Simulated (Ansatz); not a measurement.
The structure comes from a relaxation in the same program, started in the zincblende type, and has space group F-43m. Whether it is a known phase or the ground state wasn't checked.

Below is the log of a run of Ansatz 0.2.0.

```
Mg: projections on atomic orbitals take those of the free atom 1s2 2s2 2p6 3s2, of charge +0.00 (hamiltonian.pseudopotentials.projection_atoms)
S: projections on atomic orbitals take those of the free atom 1s2 2s2 2p6 3s2 3p4, of charge +0.00 (hamiltonian.pseudopotentials.projection_atoms)
LAPW: plane waves up to 7.665 Å⁻¹, error target 5.0e-4 eV per atom; small_component_spin mean_spin; Mg in spheres of 1.266 Å, 10 of its electrons in bands, Dirac shells []; S in spheres of 1.201 Å, 14 of its electrons in bands, Dirac shells []
Engine: ansatz 0.2.0
Pseudopotentials: kind: all_electron
Pseudopotential: Mg, LAPW, valence charge 10, Koelling and Harmon's equation, gaussian nucleus
Pseudopotential: S, LAPW, valence charge 14, Koelling and Harmon's equation, gaussian nucleus
Functional definition: PBE
  parameter kappa = 0.804
  parameter beta = 0.06672455060314922
  exchange = pbe_x(kappa = kappa, mu = beta*pi^2/3)
  correlation = pbe_c(beta = beta)
Crystal: 2 atoms, lattice volume = 46.219 Å³
Basis set: ecut = 223.81931708064155 eV, 339 PW (Γ), exchange–correlation at level 2
Bands: 16, of which v1, the nominal top of the filled ones, is band 12 counted from 1 (11 counted from 0)
Symmetry: 24 space group operations
Space group: F-43m (ITA 216), of the structure as read, at distance tolerance 3.6e-5 Å
k-points: 84 of 2197 (time reversal used)
Non-local potential: Mg, projectors of the file, none
Non-local potential: S, projectors of the file, none
Initial density: superposition of atomic densities (chi_scale 0.1, normalization cell, long waves kept (reshape's long-wave potential 0.00 eV rms))
Initial wavefunctions: plane waves of lowest kinetic energy (no species holds an atomic orbital)
Functional: x = pbe(κ = 0.804, μ = 0.2195149727645171), c = pbe(β = 0.06672455060314922)
iter 1 solved again at ethr=6.44e-3 eV; its pass at ethr=1.00e-1 eV (dr2=1.55e0 eV) is discarded
SCF iter   1: F=—  HF=-16317.425526 eV  |F-HF|=—  |Δ(HF+E_count)|=         —  Δρ=4.12e-2  dr2=1.54e0  ethr=6.44e-3  ⟨swp⟩=2.0  Hψ=9327  notcnv=0
preconditioner: auto → none  [insulator: Δε(μ)=4.066 eV  Ē_g=11.670 eV  σ=0.050 eV  W_gap=1.00  n_scr=14 (ndim 8)  ℏωp=15.4 eV  f_vac=0.004  D(μ)=0.00/eV (n_scr^D=0)  ε∞_Penn≈2.8]
iter 2 solved again at ethr=1.21e-4 eV; its pass at ethr=6.44e-3 eV (dr2=2.91e-2 eV) is discarded
SCF iter   2: F=—  HF=-16316.912666 eV  |F-HF|=—  |Δ(HF+E_count)|=   5.13e-1  Δρ=1.00e-2  dr2=2.91e-2  ethr=1.21e-4  ⟨swp⟩=2.0  Hψ=7069  notcnv=0
SCF iter   3: F=—  HF=-16316.909066 eV  |F-HF|=—  |Δ(HF+E_count)|=         —  Δρ=5.47e-3  dr2=1.53e-2  ethr=1.21e-4  ⟨swp⟩=2.0  Hψ=4032  notcnv=0
the basis was enlarged: its passes take 237.4 KiB over the memory plan, 1 of 1 planned eigensolver slots
SCF iter   4: F=—  HF=-16316.913271 eV  |F-HF|=—  |Δ(HF+E_count)|=   4.20e-3  Δρ=2.30e-3  dr2=2.79e-3  ethr=6.39e-5  ⟨swp⟩=2.0  Hψ=3968  notcnv=0
SCF iter   5: F=—  HF=-16316.913957 eV  |F-HF|=—  |Δ(HF+E_count)|=   6.86e-4  Δρ=5.17e-4  dr2=1.55e-4  ethr=1.16e-5  ⟨swp⟩=2.0  Hψ=3752  notcnv=0
SCF iter   6: F=—  HF=-16316.914021 eV  |F-HF|=—  |Δ(HF+E_count)|=   6.40e-5  Δρ=6.59e-5  dr2=2.93e-6  ethr=6.46e-7  ⟨swp⟩=2.9  Hψ=3776  notcnv=0
SCF iter   7: F=-16316.914024 eV  HF=-16316.914024 eV  |F-HF|=1.29e-8  |Δ(HF+E_count)|=   2.63e-6  Δρ=4.34e-6  dr2=7.26e-9  ethr=1.22e-8  ⟨swp⟩=3.0  Hψ=3943  notcnv=0
SCF 1 converged in 7 iterations: F = -16316.914024 eV  dr2 = 7.26e-9
NSCF: frozen V_eff on 57 k-points
SCF converged after 7 iterations
Free energy (F): -16316.914024 eV
Harris-Foulkes:  -16316.914024 eV  (|F-HF|=1.29e-8)
Internal energy: -16316.914024 eV  (E = F + TS)
E sigma→0 (E₀):  -16316.914024 eV
Fermi energy:    5.001377 eV
--- Per-component energies (eV) ---
  E_band       = -1636.498157
  E_kinetic    = 16371.391106
  E_xc         = -1146.973402
  E_electrostatic = -31541.331728  (all electrons and nuclei)
  E_smearing   = -0.000000  (= −TS)
  E_closure    = 0.000000  (closes the sum)
  E_atoms      = -16308.471871  (free atoms, spherical and without spin; not in F)
  Σ components = -16316.914024   (vs F -16316.914024, Δ=0.00e0)
  Basis errors (estimates in eV, not in F): energy 2.5e-4 per atom: plane waves 2.3e-4 (1.4e-4 summed), levels above the bands 1.3e-64, relativity 1.5e-8, radial functions 2.4e-5, core shells 4.1e-14; eigenvalues (radial functions only) 6.3e-7; not estimated: angular momenta, meshes, grids; target (lapw.basis_error) 5.0e-4; muffin-tin radii Mg 1.266 Å, S 1.201 Å
--- Forces (eV/Å), atoms counted from 1 ---
  atom   1  Mg     0.00000000    -0.00000000    -0.00000000
  atom   2  S     -0.00000000     0.00000000     0.00000000
  max |Σ_I F_I| component: 2.78e-17 eV/Å
--- Stress (GPa, compression-positive) ---
        0.025286      -0.000000      -0.000000
       -0.000000       0.025286       0.000000
       -0.000000       0.000000       0.025286
  P = ⅓ Tr σ = 0.0253 GPa (0.253 kbar)
--- Band table (eV; the first three rows and the last of 84) ---
  k-point 0: bands = ["-199.8949", "-144.6607", "-144.6607", "-144.6607", "-70.6107", "-37.3671", "-37.3671", "-37.3671", "-7.9876", "3.2185", "3.2185", "3.2185", "6.5876", "11.1027", "11.1027", "11.1027"]
  k-point 1: bands = ["-199.8949", "-144.6607", "-144.6607", "-144.6607", "-70.6107", "-37.3672", "-37.3671", "-37.3671", "-7.9549", "2.9306", "3.1980", "3.1980", "6.8751", "11.0133", "11.1780", "11.1780"]
  k-point 2: bands = ["-199.8949", "-144.6607", "-144.6607", "-144.6607", "-70.6107", "-37.3676", "-37.3671", "-37.3671", "-7.8617", "2.2891", "3.1427", "3.1427", "7.4796", "10.8600", "11.3317", "11.3317"]
  k-point 83: bands = ["-199.8949", "-144.6607", "-144.6607", "-144.6607", "-70.6106", "-37.3689", "-37.3684", "-37.3679", "-7.1191", "0.9268", "1.4543", "2.0029", "8.7310", "10.8392", "11.2301", "12.0770"]
--- Löwdin populations: 2 sites ---
  site symbol       q [e]
     0     Mg     10.5874
     1      S     17.2801
  spilling = 0.004733 (of n_electrons = 28.000000)
```

The cell and starting positions:

```
CELL_PARAMETERS angstrom
0.00000 2.84837 2.84837
2.84837 0.00000 2.84837
2.84837 2.84837 0.00000
ATOMIC_POSITIONS crystal
Mg 0.00000 0.00000 0.00000
S 0.25000 0.25000 0.25000
```

Parts of the input that the log doesn't repeat:

```yaml
  band_path:
    path:
      - [0.0, 0.0, 0.0]
      - [-0.5, -0.5, 0.0]
      - [-0.375, -0.375, 0.25]
      - [-0.375, 0.0, 0.375]
      - [0.0, 0.0, 0.0]
      - [0.0, 0.0, 0.5]
      - [-0.5, -0.25, 0.25]
      - [-0.5, -0.5, 0.0]
    npoints: 8
output:
  forces: true
  stress: true
  eigenvalues: true
  fatbands: true
  populations: true
  dos: { projected: true, de: 0.2, e_range: [-14, 8] }
```

**Question.** Write the input that produced this log.

**Answer.** 
```yaml
crystal:
  lattice:
    - [0.0, 2.8483745724, 2.8483745724]
    - [2.8483745724, 0.0, 2.8483745724]
    - [2.8483745724, 2.8483745724, 0.0]
  atoms:
    - { symbol: Mg, position: [0.0, 0.0, 0.0] }
    - { symbol: S, position: [0.25, 0.25, 0.25] }
kpoints:
  mp_grid: { grid: [13, 13, 13] }
  band_path:
    path:
      - [0.0, 0.0, 0.0]
      - [-0.5, -0.5, 0.0]
      - [-0.375, -0.375, 0.25]
      - [-0.375, 0.0, 0.375]
      - [0.0, 0.0, 0.0]
      - [0.0, 0.0, 0.5]
      - [-0.5, -0.25, 0.25]
      - [-0.5, -0.5, 0.0]
    npoints: 8
scf:
  occupations: { method: fermi_dirac, width: 0.05 }
hamiltonian:
  xc: pbe
  pseudopotentials: { kind: all_electron, lapw: { basis_error: 0.0005 } }
output:
  forces: true
  stress: true
  eigenvalues: true
  fatbands: true
  populations: true
  dos: { projected: true, de: 0.2, e_range: [-14, 8] }
```
This is the input that was run; digits and keys that the log doesn't show could differ in an equivalent one.
